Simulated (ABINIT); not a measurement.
## Al in ABINIT: the effect of functional

Al:

```
Al
1.0
     0.00000    2.02481    2.02481
     2.02481    0.00000    2.02481
     2.02481    2.02481    0.00000
Al
1
Direct
  0.00000 0.00000 0.00000
```

Alike in all runs:

| Item | Value |
| --- | --- |
| Program | ABINIT 10.8.3 (patched build) |
| Task | equation of state |
| Potentials or basis | JTH PAW PBE v2.0 |
| Cutoff | 490 eV |
| k mesh | 11 × 11 × 11 |
| Occupations | fermi-dirac, width 0.05 eV |
| Spin | no spin polarisation |

Question: One run gave: V0 of scaled cells 16.27 Å³/atom; B0 77 GPa. Which functional did it use?
A. r2SCAN
B. SCAN
C. RPBE
D. WC
E. PW91

Answer: B.

| functional | V0 of scaled cells (Å³/atom) | B0 (GPa) |
| --- | --- | --- |
| LDA | 16.02 | 84 |
| PBEsol | 16.26 | 83 |
| RPBE | 16.73 | 78 |
| BLYP | 17.46 | 58 |
| AM05 | 16.13 | 87 |
| r2SCAN | 16.05 | 89 |
| SCAN | 16.27 | 77 |
| revPBE | 16.67 | 78 |
| PW91 | 16.60 | 76 |
| WC | 16.31 | 81 |

Caveats: pressures at fixed basis lie under the slope of the energies; the PAW data sets were made with another functional, which shifts forces and pressure a little.

Runs at the PBE level aren't shown here.
